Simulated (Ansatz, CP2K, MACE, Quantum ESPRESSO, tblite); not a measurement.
**Bulk modulus of random wurtzite alloy of AlN and GaN (72 atoms) across programs**

How stiff is random wurtzite alloy of AlN and GaN (72 atoms) under an even change of volume, and do other programs and learned potentials give the same pressure and slope as plane waves?

Results are calculated, not measured.

## (1) The structure

The cell holds 72 atoms (32 Al, 36 N and 4 Ga), with edges of 9.36, 9.36 and 10.01 Å. Recipe: wurtzite AlN, 3 x 3 x 2 conventional cells, 4 of 36 Al sites given to Ga at random (x = 0.111), lattice by Vegard's rule (a = 3.121 Å, c = 5.005 Å); not relaxed, displaced by a Gaussian of 0.02 Å. Then the atoms were relaxed with MACE MPA-0 medium in the fixed cell.

Bonds by pair of elements; cutoffs follow the first minimum of g(r), held within bounds set by covalent radii, and pairs that aren't listed don't count as bonded:

```
pair A-B  cutoff (Å)  bonds  mean length (Å)  spread (Å)  shortest (Å)  B about A  A about B
    N-Al        2.33    128             1.89       0.006          1.88       3.56          4
    N-Ga        2.38     16             1.95       0.004          1.94      0.444          4
```

## (2) The reference input

Quantum ESPRESSO 7.5: Kohn-Sham DFT, PBE, SSSP efficiency 1.3.0 pseudopotentials, plane waves. Its input, pw.in, for the unchanged cell:

```
&control
  calculation = 'scf'
  pseudo_dir = './pseudo'
  outdir = './tmp'
  disk_io = 'none'
  tprnfor = .true.
  tstress = .true.
/
&system
  ibrav = 0
  nat = 72
  ntyp = 3
  ecutwfc = 70
  ecutrho = 560
  nosym = .true.
  occupations = 'smearing'
  smearing = 'fd'
  degauss = 0.003675
/
&electrons
  conv_thr = 3.6e-07
  electron_maxstep = 100
  mixing_beta = 0.4
  mixing_mode = 'plain'
  diagonalization = 'david'
/
ATOMIC_SPECIES
Al 26.982 Al.upf
N 14.007 N.upf
Ga 69.723 Ga.upf
CELL_PARAMETERS angstrom
9.36180 0.00000 0.00000
-4.68090 8.10756 0.00000
0.00000 0.00000 10.00920
ATOMIC_POSITIONS crystal
Al 0.00195 0.00117 0.99874
N 0.11184 0.22302 0.05825
Al 0.11233 0.22307 0.24859
N 0.00638 0.00393 0.31156
[... 66 atom lines left out ...]
Al 0.77983 0.88946 0.74899
N 0.66676 0.66723 0.80851
K_POINTS gamma
```

```console
$ OMP_NUM_THREADS=1 mpirun -np 2 pw.x -in pw.in > output.txt
```

Elapsed: 4.4 min, on 2 MPI ranks of AMD EPYC 9R14 (Zen 4), shared host; peak memory 3.2 GiB; 8.9 min of CPU time.

It converged with an r.m.s. force component of 0.057 eV/Å and a pressure of 4.3 GPa.

## (3) Levels of theory

Every level solves the same cells as single points. CPU time is summed over a level's finished runs, on a host shared with the other runs, so it is rough; the force column is the median over cells of the r.m.s. difference of force components from the reference.

| level | basis or training data | k-points | runs finished | CPU time | peak memory (GiB) | force difference (meV/Å) |
| --- | --- | --- | --- | --- | --- | --- |
| QE, PBE | plane waves, SSSP efficiency, 70/560 Ry | Γ | 3 of 3 | 33 min | 3.3 | reference |
| CP2K double zeta, PBE | DZVP-UZH, GTH-PBE potentials, 800 Ry | Γ | 3 of 3 | 38 min | 5.5 | 44 |
| tblite GFN1-xTB | tight binding with its own dispersion term | Γ | 3 of 3 | 22 s | 0.12 | 185 |
| MACE MP-0b3 medium | trained on PBE(+U) plane-wave data | - | 3 of 3 | 22 s | 1.2 | 56 |
| MACE MPA-0 medium | trained on PBE(+U) plane-wave data | - | 3 of 3 | 22 s | 1.1 | 54 |

The reference's own r.m.s. force component runs from 48 to 62 meV/Å over these cells. MACE MPA-0 medium relaxed the atoms, so in the cells that it relaxed its own forces are small, and its entry isn't an independent test there.

## (4) Pressure against volume

The cell is scaled evenly, and at each volume MACE MPA-0 medium relaxes the atoms again before the single points. The unchanged volume is 10.552 Å³ an atom. Pressures in GPa:

```
                level   -3 %      0   +3 %
              QE, PBE  11.08   4.27  -1.61
CP2K double zeta, PBE  10.34   3.77  -1.91
      tblite GFN1-xTB  36.40  29.36  23.29
   MACE MP-0b3 medium  10.54   3.77  -2.14
    MACE MPA-0 medium  10.09   3.97  -1.38
```

Energy less that of the unchanged cell at the same level, in meV an atom:

```
                level   -3 %    +3 %
              QE, PBE  15.29   -2.76
CP2K double zeta, PBE  13.74   -1.73
      tblite GFN1-xTB  64.81  -51.86
   MACE MP-0b3 medium  13.97   -1.47
    MACE MPA-0 medium  13.74   -2.46
```

## (5) Moduli

From the three volumes nearest the unchanged one: B from the slope of pressure against ln V and from the curvature of the energy, the pressure that the slope of the energy implies, and the volume change at which the printed pressure crosses zero (a dash if it doesn't within the range).

```
                level  B from pressures (GPa)  B from energies (GPa)  printed pressure (GPa)  pressure from energies (GPa)  zero pressure at (%)
              QE, PBE                   211.5                  211.4                    4.27                          4.57                  +2.2
CP2K double zeta, PBE                   204.2                  202.6                    3.77                          3.91                  +2.0
      tblite GFN1-xTB                   218.5                  218.5                   29.36                         29.53                     -
   MACE MP-0b3 medium                   211.4                  210.9                    3.77                          3.91                  +1.9
    MACE MPA-0 medium                   191.0                  190.3                    3.97                          4.10                  +2.2
```

As a check by hand on the reference: from -3 to +3 % the pressure falls by 12.69 GPa while ln V grows by 0.0600, a ratio of 211.5 GPa.

Gap between the highest filled and the lowest empty level on the runs' k-points, in eV:

```
                level  -3 %     0  +3 %
              QE, PBE  4.13  3.88  3.63
CP2K double zeta, PBE  4.32  4.05  3.79
```

## (6) What came out

The plane-wave reference (PBE) gives a bulk modulus of 211.5 GPa from its pressures, at a volume where its pressure is 4.27 GPa; that pressure crosses zero at +2.2 %. Other programs at PBE: CP2K double zeta, PBE 204.2 GPa (-3 %); its pressure lies -0.51 GPa from the reference's. Learned potentials: MACE MP-0b3 medium 211.4 GPa (+0 %) and MACE MPA-0 medium 191.0 GPa (-10 %); their pressures lie -0.50 to -0.30 GPa from the reference's.

Tight binding: tblite GFN1-xTB 218.5 GPa (+3 %); its pressure lies +25.09 GPa from the reference's. The moduli are read at one volume but at unlike pressures, and a cell under tension is as a rule softer than one under compression. All slopes lie within 10 % of the reference's, while the pressures at one volume spread over 25.6 GPa, so the levels would settle at unlike volumes. Moduli from the energies run from 190 to 219 GPa, within 10 % of those from pressures. The reference's gap falls as the cell grows, from 4.13 eV at -3 % to 3.63 eV at +3 %.

Caveats: The atoms follow MACE MPA-0 medium, not each level's own minimum, so these moduli only approach relaxed ones and hang on that choice. Three points at finite strain give rough moduli, at the given volume rather than at zero pressure. Pressures at a fixed plane-wave cutoff or in a small atom-centred basis hold some basis error. The reference samples only Γ, in a cell whose shortest periodic width is 8 Å. The reference isn't exact: its cutoffs and mesh weren't converged further here. The learned potentials mimic data converged in k, so the sampling error of the reference's coarse mesh counts against them here, while programs on the same mesh share it. Spin–orbit coupling is left out. Where levels are smeared, the DFT runs use Fermi–Dirac occupations at 580 K (0.05 eV), and energies are free energies.

[Logs are printed without paths, hosts, clocks, repeated set-up lines and the standing remarks that a program may print on its own settings, such as how far it seeks lower states.]

[Hosts, paths, dates, database ids (printed as entryN), source tags and the programs' standing remarks are cut or masked in the printed files.]
